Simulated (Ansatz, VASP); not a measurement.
This is a calculation of CdS (Greenockite) for Ansatz 0.2.0.

The input input.yaml:

```yaml
crystal:
  lattice:
    - [4.1221468118, 0.0, 0.0]
    - [-2.0610734059, 3.5698838571, 0.0]
    - [0.0, 0.0, 6.6917838725]
  atoms:
    - { symbol: Cd, position: [0.6666666667, 0.3333333333, 0.5] }
    - { symbol: Cd, position: [0.3333333333, 0.6666666667, 0.0] }
    - { symbol: S, position: [0.6666666667, 0.3333333333, 0.875] }
    - { symbol: S, position: [0.3333333333, 0.6666666667, 0.375] }
kpoints:
  mp_grid: { grid: [7, 7, 4] }
scf:
  occupations: { method: fermi_dirac, width: 0.05 }
hamiltonian:
  xc: pbesol
  pseudopotentials: { kind: all_electron, lapw: { basis_error: 0.002 } }
output:
  forces: true
  stress: true
  eigenvalues: true
```

Potentials or basis: all-electron LAPW, scalar-relativistic.

Command:

```bash
$ ansatz run input.yaml --threads 2 --pin off --max-ram 6144MiB --backend cpu --events-out ev --progress --plain --runs-dir out
```

Problem. Translate it to VASP 6.6.1. Potentials there: VASP PAW PBE potentials, release 64 (Cd, S).

Solution. As run (the cutoff follows the program's own potentials):

File INCAR:

```
SYSTEM = CdS
  PREC = Accurate
  ENCUT = 520
  EDIFF = 1E-7
  ISMEAR = -1
  SIGMA = 0.05
  LREAL = .FALSE.
  LASPH = .TRUE.
  NELM = 80
  ALGO = Normal
  ISIF = 2
  LWAVE = .FALSE.
  LCHARG = .FALSE.
  GGA = PS
  NBANDS = 26
```

Contents of KPOINTS:

```
Automatic mesh
0
G
  7 7 4
  0 0 0
```

The input POSCAR:

```
CdS
1.0
    4.1221468118      0.0000000000      0.0000000000
   -2.0610734059      3.5698838571      0.0000000000
    0.0000000000      0.0000000000      6.6917838725
Cd S
2 2
Direct
    0.6666666667      0.3333333333      0.5000000000
    0.3333333333      0.6666666667      0.0000000000
    0.6666666667      0.3333333333      0.8750000000
    0.3333333333      0.6666666667      0.3750000000
```

Potentials or basis: VASP PAW PBE potentials, release 64 (Cd, S).

Run with:

```bash
$ cat potpaw_PBE.64/Cd/POTCAR potpaw_PBE.64/S/POTCAR > POTCAR
$ mpirun -np 1 vasp_std > vasp.out
```

Both were run:

|  | VASP | Ansatz | Ansatz less VASP |
| --- | --- | --- | --- |
| gap on the k mesh at the Fermi level (eV) | 1.11 | 1.10 | -0.004 |
| least direct gap on the mesh (eV) | 1.11 | 1.10 | -0.004 |
| pressure (GPa) | 0.6 | 0.3 | -0.38 |
| largest component of the traceless stress (GPa) | 0.44 | 0.43 | -0.017 |
| rms of the force components (eV/Å) | 0.041 | 0.040 | -0.0006 |

Atom by atom the forces differ by 0.001 eV/Å (rms over components). Ansatz ran all-electron here, so the differences hold the error of VASP's frozen core and of both bases.

Caveats: the PAW data sets were made with another functional, which shifts forces and pressure a little (VASP).
